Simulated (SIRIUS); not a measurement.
# CaSe (Fm-3m) in SIRIUS: further runs, part 3 of 3

SIRIUS 7.12.0.

## Step 7: Equation of state, PBEsol, 26.86 Å³/atom (volume scaled by 1.04)

The input, sirius.json:

```json
{
  "control": {
    "processing_unit": "cpu",
    "std_evp_solver_name": "lapack",
    "gen_evp_solver_name": "lapack",
    "verbosity": 2,
    "print_forces": false,
    "ortho_rf": true,
    "use_second_variation": true,
    "rmt_max": 3.0,
    "num_bands_to_print": 23,
    "save_wf": true
  },
  "parameters": {
    "electronic_structure_method": "full_potential_lapwlo",
    "xc_functionals": ["XC_GGA_X_PBE_SOL", "XC_GGA_C_PBE_SOL"],
    "core_relativity": "dirac",
    "valence_relativity": "iora",
    "num_fv_states": 23,
    "smearing": "fermi_dirac",
    "smearing_width": 0.0018374661,
    "pw_cutoff": 20,
    "gk_cutoff": 3.5,
    "lmax_apw": 10,
    "lmax_rho": 8,
    "lmax_pot": 8,
    "num_mag_dims": 0,
    "auto_rmt": 0,
    "ngridk": [8, 8, 8],
    "shiftk": [0, 0, 0],
    "num_dft_iter": 80,
    "energy_tol": 1e-07,
    "density_tol": 1e-05,
    "use_symmetry": true
  },
  "settings": {"tol_ne": 1e-10},
  "iterative_solver": {"type": "exact"},
  "mixer": {"type": "anderson", "beta": 0.5, "max_history": 8},
  "unit_cell": {
    "lattice_vectors": [[0.0, 5.6595392545, 5.6595392545], [5.6595392545, 0.0, 5.6595392545], [5.6595392545, 5.6595392545, 0.0]],
    "atom_types": ["Ca", "Se"],
    "atom_files": {"Ca": "Ca.json", "Se": "Se.json"},
    "atoms": {"Ca": [[0.0, 0.0, 0.0]], "Se": [[0.5, 0.5, 0.5]]}
  }
}
```

The input, Ca.json:

```json
{
  "name": "calcium",
  "symbol": "Ca",
  "number": 20,
  "mass": 40.078,
  "rmin": 1e-06,
  "rmt": 2.4,
  "nrmt": 800,
  "rinf": 19.35,
  "core": "1s2s2p",
  "valence": [
    {"basis": [{"enu": -0.08, "dme": 0, "n": 0, "auto": 0}, {"enu": -0.08, "dme": 1, "n": 0, "auto": 0}]},
    {"l": 0, "n": 1, "basis": [{"enu": 0.02, "dme": 0, "n": 0, "auto": 0}]},
    {"l": 1, "n": 2, "basis": [{"enu": 0.02, "dme": 0, "n": 0, "auto": 0}]},
    {"l": 2, "n": 3, "basis": [{"enu": 0.02, "dme": 0, "n": 0, "auto": 0}]},
    {"l": 3, "n": 4, "basis": [{"enu": 0.02, "dme": 0, "n": 0, "auto": 0}]}
  ],
  "lo": [
    {"l": 0, "basis": [{"enu": 0.02, "dme": 0, "n": 0, "auto": 0}, {"enu": 0.02, "dme": 1, "n": 0, "auto": 0}]},
    {
      "l": 0,
      "basis": [{"enu": -1.5575, "dme": 0, "n": 3, "auto": 1}, {"enu": -1.5575, "dme": 1, "n": 3, "auto": 1}]
    },
    {
      "l": 0,
      "basis": [{"enu": -1.5575, "dme": 1, "n": 3, "auto": 1}, {"enu": 0.02, "dme": 0, "n": 0, "auto": 0}]
    },
    {"l": 0, "basis": [{"enu": 0.02, "dme": 0, "n": 0, "auto": 0}, {"enu": 2.7978, "dme": 0, "n": 0, "auto": 0}]},
    {"l": 1, "basis": [{"enu": 0.02, "dme": 0, "n": 0, "auto": 0}, {"enu": 0.02, "dme": 1, "n": 0, "auto": 0}]},
    {
      "l": 1,
      "basis": [{"enu": -0.8668, "dme": 0, "n": 3, "auto": 1}, {"enu": -0.8668, "dme": 1, "n": 3, "auto": 1}]
    },
    {
      "l": 1,
      "basis": [{"enu": -0.8668, "dme": 1, "n": 3, "auto": 1}, {"enu": 0.02, "dme": 0, "n": 0, "auto": 0}]
    },
    {"l": 1, "basis": [{"enu": 0.02, "dme": 0, "n": 0, "auto": 0}, {"enu": 3.2144, "dme": 0, "n": 0, "auto": 0}]},
    {"l": 2, "basis": [{"enu": 0.02, "dme": 0, "n": 0, "auto": 0}, {"enu": 0.02, "dme": 1, "n": 0, "auto": 0}]},
    {"l": 2, "basis": [{"enu": 0.02, "dme": 1, "n": 0, "auto": 0}, {"enu": 0.02, "dme": 2, "n": 0, "auto": 0}]},
    {"l": 2, "basis": [{"enu": 0.02, "dme": 0, "n": 0, "auto": 0}, {"enu": 2.7283, "dme": 0, "n": 0, "auto": 0}]},
    {"l": 3, "basis": [{"enu": 0.02, "dme": 0, "n": 0, "auto": 0}, {"enu": 0.02, "dme": 1, "n": 0, "auto": 0}]}
  ],
  "free_atom": [... radial grid and density of the free atom, the start of the SCF ...]
}
```

The input, Se.json:

```json
{
  "name": "selenium",
  "symbol": "Se",
  "number": 34,
  "mass": 78.96,
  "rmin": 1e-06,
  "rmt": 2.4,
  "nrmt": 800,
  "rinf": 13.6,
  "core": "1s2s2p3s",
  "valence": [
    {"basis": [{"enu": -0.08, "dme": 0, "n": 0, "auto": 0}, {"enu": -0.08, "dme": 1, "n": 0, "auto": 0}]},
    {"l": 0, "n": 1, "basis": [{"enu": -0.1283, "dme": 0, "n": 0, "auto": 0}]},
    {"l": 1, "n": 2, "basis": [{"enu": 0.02, "dme": 0, "n": 0, "auto": 0}]},
    {"l": 2, "n": 3, "basis": [{"enu": 0.02, "dme": 0, "n": 0, "auto": 0}]},
    {"l": 3, "n": 4, "basis": [{"enu": 0.02, "dme": 0, "n": 0, "auto": 0}]}
  ],
  "lo": [
    {
      "l": 0,
      "basis": [{"enu": -0.1283, "dme": 0, "n": 0, "auto": 0}, {"enu": -0.1283, "dme": 1, "n": 0, "auto": 0}]
    },
    {
      "l": 0,
      "basis": [{"enu": -0.1283, "dme": 1, "n": 0, "auto": 0}, {"enu": -0.1283, "dme": 2, "n": 0, "auto": 0}]
    },
    {
      "l": 0,
      "basis": [{"enu": -0.1283, "dme": 0, "n": 0, "auto": 0}, {"enu": 1.955, "dme": 0, "n": 0, "auto": 0}]
    },
    {"l": 1, "basis": [{"enu": 0.02, "dme": 0, "n": 0, "auto": 0}, {"enu": 0.02, "dme": 1, "n": 0, "auto": 0}]},
    {
      "l": 1,
      "basis": [{"enu": -5.3406, "dme": 0, "n": 3, "auto": 1}, {"enu": -5.3406, "dme": 1, "n": 3, "auto": 1}]
    },
    {
      "l": 1,
      "basis": [{"enu": -5.3406, "dme": 1, "n": 3, "auto": 1}, {"enu": 0.02, "dme": 0, "n": 0, "auto": 0}]
    },
    {"l": 1, "basis": [{"enu": 0.02, "dme": 0, "n": 0, "auto": 0}, {"enu": 3.2144, "dme": 0, "n": 0, "auto": 0}]},
    {"l": 2, "basis": [{"enu": 0.02, "dme": 0, "n": 0, "auto": 0}, {"enu": 0.02, "dme": 1, "n": 0, "auto": 0}]},
    {
      "l": 2,
      "basis": [{"enu": -1.6995, "dme": 0, "n": 3, "auto": 1}, {"enu": -1.6995, "dme": 1, "n": 3, "auto": 1}]
    },
    {
      "l": 2,
      "basis": [{"enu": -1.6995, "dme": 1, "n": 3, "auto": 1}, {"enu": 0.02, "dme": 0, "n": 0, "auto": 0}]
    },
    {"l": 2, "basis": [{"enu": 0.02, "dme": 0, "n": 0, "auto": 0}, {"enu": 3.6311, "dme": 0, "n": 0, "auto": 0}]},
    {"l": 3, "basis": [{"enu": 0.02, "dme": 0, "n": 0, "auto": 0}, {"enu": 0.02, "dme": 1, "n": 0, "auto": 0}]},
    {"l": 3, "basis": [{"enu": 0.02, "dme": 0, "n": 0, "auto": 0}, {"enu": 3.0408, "dme": 0, "n": 0, "auto": 0}]}
  ],
  "free_atom": [... radial grid and density of the free atom, the start of the SCF ...]
}
```

The input, sirius_start.json:

```json
{
  "control": {
    "processing_unit": "cpu",
    "std_evp_solver_name": "lapack",
    "gen_evp_solver_name": "lapack",
    "verbosity": 1,
    "print_forces": false,
    "ortho_rf": true,
    "use_second_variation": true,
    "rmt_max": 3.0,
    "num_bands_to_print": 23,
    "save_wf": false
  },
  "parameters": {
    "electronic_structure_method": "full_potential_lapwlo",
    "xc_functionals": ["XC_LDA_X", "XC_LDA_C_PW"],
    "core_relativity": "dirac",
    "valence_relativity": "iora",
    "num_fv_states": 23,
    "smearing": "fermi_dirac",
    "smearing_width": 0.0055123983,
    "pw_cutoff": 20,
    "gk_cutoff": 2.8,
    "lmax_apw": 10,
    "lmax_rho": 8,
    "lmax_pot": 8,
    "num_mag_dims": 0,
    "auto_rmt": 0,
    "ngridk": [3, 3, 3],
    "shiftk": [0, 0, 0],
    "num_dft_iter": 30,
    "energy_tol": 0.01,
    "density_tol": 0.05,
    "use_symmetry": true
  },
  "settings": {"tol_ne": 1e-10},
  "iterative_solver": {"type": "exact"},
  "mixer": {"type": "anderson", "beta": 0.5, "max_history": 8},
  "unit_cell": {
    "lattice_vectors": [[0.0, 5.6595392545, 5.6595392545], [5.6595392545, 0.0, 5.6595392545], [5.6595392545, 5.6595392545, 0.0]],
    "atom_types": ["Ca", "Se"],
    "atom_files": {"Ca": "Ca.json", "Se": "Se.json"},
    "atoms": {"Ca": [[0.0, 0.0, 0.0]], "Se": [[0.5, 0.5, 0.5]]}
  }
}
```

The run is started by

```console
OMP_NUM_THREADS=1 sirius.scf --input=sirius_start.json --output=start.json
OMP_NUM_THREADS=1 sirius.scf --input=sirius.json --output=output.json --task=1
```

It took 54 s on 1 thread of Arm Neoverse V1, shared host; peak memory 0.47 GiB.

The run converged. Its results:

```yaml
Free_energy: -84580.3003 eV
Band_gap_on_the_k_mesh: 2.03 eV, indirect (least direct gap 2.94 eV)
All_electrons_inside_the_program's_atomic_spheres: Se 32.57; Ca 18.14 (radii Ca 2.4, Se 2.4 bohr)
```

## Step 8: Equation of state, PBEsol, 27.38 Å³/atom (volume scaled by 1.06)

sirius.json: that of step 7 with these lines changed.

```diff
@@ -39,3 +39,3 @@
   "unit_cell": {
-    "lattice_vectors": [[0.0, 5.6595392545, 5.6595392545], [5.6595392545, 0.0, 5.6595392545], [5.6595392545, 5.6595392545, 0.0]],
+    "lattice_vectors": [[0.0, 5.6955882472, 5.6955882472], [5.6955882472, 0.0, 5.6955882472], [5.6955882472, 5.6955882472, 0.0]],
     "atom_types": ["Ca", "Se"],
```

Ca.json is that of step 7.

Se.json is that of step 7.

sirius_start.json: that of step 7 with these lines changed.

```diff
@@ -39,3 +39,3 @@
   "unit_cell": {
-    "lattice_vectors": [[0.0, 5.6595392545, 5.6595392545], [5.6595392545, 0.0, 5.6595392545], [5.6595392545, 5.6595392545, 0.0]],
+    "lattice_vectors": [[0.0, 5.6955882472, 5.6955882472], [5.6955882472, 0.0, 5.6955882472], [5.6955882472, 5.6955882472, 0.0]],
     "atom_types": ["Ca", "Se"],
```

The run is started by

```console
OMP_NUM_THREADS=1 sirius.scf --input=sirius_start.json --output=start.json
OMP_NUM_THREADS=1 sirius.scf --input=sirius.json --output=output.json --task=1
```

Run time: 54 s. Hardware: 1 thread of Arm Neoverse V1, shared host; peak memory 0.47 GiB.

It converged, with:

* Free energy: -84580.2796 eV
* Band gap on the k mesh: 2.07 eV, indirect (least direct gap 2.89 eV)
* All electrons inside the program's atomic spheres: Se 32.56; Ca 18.13 (radii Ca 2.4, Se 2.4 bohr)

## Step 9: Equation of state, PBEsol

Potentials or basis: all-electron FP-LAPW, apw+lo standard.

This step only gathers the single runs of the series.

What came out:

```yaml
Equilibrium_volume: 25.25 Å³/atom
Bulk_modulus: 52 GPa
Pressure_derivative_of_the_bulk_modulus: "4.5 (rough: it moves with the points fitted)"
```

Energy against volume, from the lowest point:
```
volume (Å³/atom)  energy (meV/atom)
          24.280               6.55
          24.796               1.26
          25.313               0.00
          25.829               2.15
          26.346               7.11
          26.863              14.98
          27.379              25.33
```

## Step 10: Band structure, LDA

sirius.json: that of step 8 with these lines changed.

```diff
@@ -6,3 +6,3 @@
     "verbosity": 2,
-    "print_forces": false,
+    "print_forces": true,
     "ortho_rf": true,
@@ -15,3 +15,3 @@
     "electronic_structure_method": "full_potential_lapwlo",
-    "xc_functionals": ["XC_GGA_X_PBE_SOL", "XC_GGA_C_PBE_SOL"],
+    "xc_functionals": ["XC_LDA_X", "XC_LDA_C_PW"],
     "core_relativity": "dirac",
@@ -39,3 +39,3 @@
   "unit_cell": {
-    "lattice_vectors": [[0.0, 5.6955882472, 5.6955882472], [5.6955882472, 0.0, 5.6955882472], [5.6955882472, 5.6955882472, 0.0]],
+    "lattice_vectors": [[0.0, 5.5860304244, 5.5860304244], [5.5860304244, 0.0, 5.5860304244], [5.5860304244, 5.5860304244, 0.0]],
     "atom_types": ["Ca", "Se"],
```

The input, Ca.json:

```json
{
  "name": "calcium",
  "symbol": "Ca",
  "number": 20,
  "mass": 40.078,
  "rmin": 1e-06,
  "rmt": 2.4,
  "nrmt": 800,
  "rinf": 19.35,
  "core": "1s2s2p",
  "valence": [
    {"basis": [{"enu": -0.07, "dme": 0, "n": 0, "auto": 0}, {"enu": -0.07, "dme": 1, "n": 0, "auto": 0}]},
    {"l": 0, "n": 1, "basis": [{"enu": 0.03, "dme": 0, "n": 0, "auto": 0}]},
    {"l": 1, "n": 2, "basis": [{"enu": 0.03, "dme": 0, "n": 0, "auto": 0}]},
    {"l": 2, "n": 3, "basis": [{"enu": 0.03, "dme": 0, "n": 0, "auto": 0}]},
    {"l": 3, "n": 4, "basis": [{"enu": 0.03, "dme": 0, "n": 0, "auto": 0}]}
  ],
  "lo": [
    {"l": 0, "basis": [{"enu": 0.03, "dme": 0, "n": 0, "auto": 0}, {"enu": 0.03, "dme": 1, "n": 0, "auto": 0}]},
    {
      "l": 0,
      "basis": [{"enu": -1.5475, "dme": 0, "n": 3, "auto": 1}, {"enu": -1.5475, "dme": 1, "n": 3, "auto": 1}]
    },
    {
      "l": 0,
      "basis": [{"enu": -1.5475, "dme": 1, "n": 3, "auto": 1}, {"enu": 0.03, "dme": 0, "n": 0, "auto": 0}]
    },
    {"l": 0, "basis": [{"enu": 0.03, "dme": 0, "n": 0, "auto": 0}, {"enu": 2.8078, "dme": 0, "n": 0, "auto": 0}]},
    {"l": 1, "basis": [{"enu": 0.03, "dme": 0, "n": 0, "auto": 0}, {"enu": 0.03, "dme": 1, "n": 0, "auto": 0}]},
    {
      "l": 1,
      "basis": [{"enu": -0.8568, "dme": 0, "n": 3, "auto": 1}, {"enu": -0.8568, "dme": 1, "n": 3, "auto": 1}]
    },
    {
      "l": 1,
      "basis": [{"enu": -0.8568, "dme": 1, "n": 3, "auto": 1}, {"enu": 0.03, "dme": 0, "n": 0, "auto": 0}]
    },
    {"l": 1, "basis": [{"enu": 0.03, "dme": 0, "n": 0, "auto": 0}, {"enu": 3.2244, "dme": 0, "n": 0, "auto": 0}]},
    {"l": 2, "basis": [{"enu": 0.03, "dme": 0, "n": 0, "auto": 0}, {"enu": 0.03, "dme": 1, "n": 0, "auto": 0}]},
    {"l": 2, "basis": [{"enu": 0.03, "dme": 1, "n": 0, "auto": 0}, {"enu": 0.03, "dme": 2, "n": 0, "auto": 0}]},
    {"l": 2, "basis": [{"enu": 0.03, "dme": 0, "n": 0, "auto": 0}, {"enu": 2.7383, "dme": 0, "n": 0, "auto": 0}]},
    {"l": 3, "basis": [{"enu": 0.03, "dme": 0, "n": 0, "auto": 0}, {"enu": 0.03, "dme": 1, "n": 0, "auto": 0}]}
  ],
  "free_atom": [... radial grid and density of the free atom, the start of the SCF ...]
}
```

The input, Se.json:

```json
{
  "name": "selenium",
  "symbol": "Se",
  "number": 34,
  "mass": 78.96,
  "rmin": 1e-06,
  "rmt": 2.4,
  "nrmt": 800,
  "rinf": 13.6,
  "core": "1s2s2p3s",
  "valence": [
    {"basis": [{"enu": -0.07, "dme": 0, "n": 0, "auto": 0}, {"enu": -0.07, "dme": 1, "n": 0, "auto": 0}]},
    {"l": 0, "n": 1, "basis": [{"enu": -0.1183, "dme": 0, "n": 0, "auto": 0}]},
    {"l": 1, "n": 2, "basis": [{"enu": 0.03, "dme": 0, "n": 0, "auto": 0}]},
    {"l": 2, "n": 3, "basis": [{"enu": 0.03, "dme": 0, "n": 0, "auto": 0}]},
    {"l": 3, "n": 4, "basis": [{"enu": 0.03, "dme": 0, "n": 0, "auto": 0}]}
  ],
  "lo": [
    {
      "l": 0,
      "basis": [{"enu": -0.1183, "dme": 0, "n": 0, "auto": 0}, {"enu": -0.1183, "dme": 1, "n": 0, "auto": 0}]
    },
    {
      "l": 0,
      "basis": [{"enu": -0.1183, "dme": 1, "n": 0, "auto": 0}, {"enu": -0.1183, "dme": 2, "n": 0, "auto": 0}]
    },
    {
      "l": 0,
      "basis": [{"enu": -0.1183, "dme": 0, "n": 0, "auto": 0}, {"enu": 1.965, "dme": 0, "n": 0, "auto": 0}]
    },
    {"l": 1, "basis": [{"enu": 0.03, "dme": 0, "n": 0, "auto": 0}, {"enu": 0.03, "dme": 1, "n": 0, "auto": 0}]},
    {
      "l": 1,
      "basis": [{"enu": -5.3306, "dme": 0, "n": 3, "auto": 1}, {"enu": -5.3306, "dme": 1, "n": 3, "auto": 1}]
    },
    {
      "l": 1,
      "basis": [{"enu": -5.3306, "dme": 1, "n": 3, "auto": 1}, {"enu": 0.03, "dme": 0, "n": 0, "auto": 0}]
    },
    {"l": 1, "basis": [{"enu": 0.03, "dme": 0, "n": 0, "auto": 0}, {"enu": 3.2244, "dme": 0, "n": 0, "auto": 0}]},
    {"l": 2, "basis": [{"enu": 0.03, "dme": 0, "n": 0, "auto": 0}, {"enu": 0.03, "dme": 1, "n": 0, "auto": 0}]},
    {
      "l": 2,
      "basis": [{"enu": -1.6895, "dme": 0, "n": 3, "auto": 1}, {"enu": -1.6895, "dme": 1, "n": 3, "auto": 1}]
    },
    {
      "l": 2,
      "basis": [{"enu": -1.6895, "dme": 1, "n": 3, "auto": 1}, {"enu": 0.03, "dme": 0, "n": 0, "auto": 0}]
    },
    {"l": 2, "basis": [{"enu": 0.03, "dme": 0, "n": 0, "auto": 0}, {"enu": 3.6411, "dme": 0, "n": 0, "auto": 0}]},
    {"l": 3, "basis": [{"enu": 0.03, "dme": 0, "n": 0, "auto": 0}, {"enu": 0.03, "dme": 1, "n": 0, "auto": 0}]},
    {"l": 3, "basis": [{"enu": 0.03, "dme": 0, "n": 0, "auto": 0}, {"enu": 3.0508, "dme": 0, "n": 0, "auto": 0}]}
  ],
  "free_atom": [... radial grid and density of the free atom, the start of the SCF ...]
}
```

sirius_start.json: that of step 8 with these lines changed.

```diff
@@ -39,3 +39,3 @@
   "unit_cell": {
-    "lattice_vectors": [[0.0, 5.6955882472, 5.6955882472], [5.6955882472, 0.0, 5.6955882472], [5.6955882472, 5.6955882472, 0.0]],
+    "lattice_vectors": [[0.0, 5.5860304244, 5.5860304244], [5.5860304244, 0.0, 5.5860304244], [5.5860304244, 5.5860304244, 0.0]],
     "atom_types": ["Ca", "Se"],
```

The input, sirius_bands.json:

```json
{
  "control": {
    "processing_unit": "cpu",
    "std_evp_solver_name": "lapack",
    "gen_evp_solver_name": "lapack",
    "verbosity": 2,
    "print_forces": true,
    "ortho_rf": true,
    "use_second_variation": true,
    "rmt_max": 3.0,
    "num_bands_to_print": 23,
    "save_wf": true
  },
  "parameters": {
    "electronic_structure_method": "full_potential_lapwlo",
    "xc_functionals": ["XC_LDA_X", "XC_LDA_C_PW"],
    "core_relativity": "dirac",
    "valence_relativity": "iora",
    "num_fv_states": 23,
    "smearing": "fermi_dirac",
    "smearing_width": 0.0018374661,
    "pw_cutoff": 20,
    "gk_cutoff": 3.5,
    "lmax_apw": 10,
    "lmax_rho": 8,
    "lmax_pot": 8,
    "num_mag_dims": 0,
    "auto_rmt": 0,
    "ngridk": [8, 8, 8],
    "shiftk": [0, 0, 0],
    "num_dft_iter": 80,
    "energy_tol": 1e-07,
    "density_tol": 1e-05,
    "use_symmetry": true
  },
  "settings": {"tol_ne": 1e-10},
  "iterative_solver": {"type": "exact"},
  "mixer": {"type": "anderson", "beta": 0.5, "max_history": 8},
  "unit_cell": {
    "lattice_vectors": [[0.0, 5.5860304244, 5.5860304244], [5.5860304244, 0.0, 5.5860304244], [5.5860304244, 5.5860304244, 0.0]],
    "atom_types": ["Ca", "Se"],
    "atom_files": {"Ca": "Ca.json", "Se": "Se.json"},
    "atoms": {"Ca": [[0.0, 0.0, 0.0]], "Se": [[0.5, 0.5, 0.5]]}
  },
  "kpoints_rel": {
    "G": [0.0, 0.0, 0.0],
    "K": [0.375, 0.375, 0.75],
    "L": [0.5, 0.5, 0.5],
    "U": [0.625, 0.25, 0.625],
    "W": [0.5, 0.25, 0.75],
    "X": [0.5, 0.0, 0.5]
  },
  "kpoints_path": ["G", "X", "W", "K", "G", "L", "U", "W", "L", "K"]
}
```

The run is started by

```console
OMP_NUM_THREADS=1 sirius.scf --input=sirius_start.json --output=start.json
OMP_NUM_THREADS=1 sirius.scf --input=sirius.json --output=output.json --task=1
OMP_NUM_THREADS=1 sirius.scf --input=sirius_bands.json --output=bands_out.json --task=2
```

Wall time 66 s (1 thread of Arm Neoverse V1, shared host); peak memory 0.45 GiB.

The run converged. Its results:

```
Free energy                                       : -84518.5265 eV
Band gap on the k mesh                            : 1.88 eV, indirect (least direct gap 2.82 eV)
Band gap along the path                           : 1.88 eV, indirect (least direct gap 2.82 eV)
All electrons inside the program's atomic spheres : Se 32.59; Ca 18.17 (radii Ca 2.4, Se 2.4 bohr)
```

Levels at the corners of the path, in eV from the valence-band top:
| point | band 12 | band 13 | band 14 | band 15 | band 16 | band 17 | band 18 | band 19 | band 20 | band 21 |
| --- | --- | --- | --- | --- | --- | --- | --- | --- | --- | --- |
| Γ | -20.60 | -11.87 | 0.00 | 0.00 | 0.00 | 3.09 | 3.56 | 3.56 | 3.56 | 4.17 |
| X | -20.63 | -11.30 | -2.54 | -0.94 | -0.94 | 1.88 | 4.85 | 4.94 | 5.90 | 5.90 |
| W | -20.64 | -11.21 | -2.01 | -2.01 | -1.71 | 4.26 | 4.26 | 5.11 | 5.62 | 5.91 |
| K | -20.62 | -11.22 | -2.28 | -2.09 | -1.13 | 3.13 | 5.55 | 5.58 | 5.59 | 5.85 |
| Γ | -20.60 | -11.87 | 0.00 | 0.00 | 0.00 | 3.09 | 3.56 | 3.56 | 3.56 | 4.17 |
| L | -20.60 | -11.17 | -3.34 | -1.22 | -1.22 | 4.37 | 5.33 | 5.36 | 5.36 | 7.44 |
| U | -20.62 | -11.22 | -2.28 | -2.09 | -1.13 | 3.13 | 5.55 | 5.58 | 5.59 | 5.85 |
| W | -20.64 | -11.21 | -2.01 | -2.01 | -1.71 | 4.26 | 4.26 | 5.11 | 5.62 | 5.91 |
| L | -20.60 | -11.17 | -3.34 | -1.22 | -1.22 | 4.37 | 5.33 | 5.36 | 5.36 | 7.44 |
| K | -20.62 | -11.22 | -2.28 | -2.09 | -1.13 | 3.13 | 5.55 | 5.58 | 5.59 | 5.85 |

## Step 11: Against experiment

Step 10. A measured gap of CaSe is 3.85 eV (indirect; 2 K; a printed reference work, monograph, original work of 1988); the calculated 1.88 eV misses it by -1.97 eV. So large a miss can be the level of theory's own, or it may mean another phase, state or a wrong row. Spin-orbit coupling on Se is left out. The value is that of LDA, without temperature or zero-point motion. Semilocal functionals fall short of measured gaps as a rule.
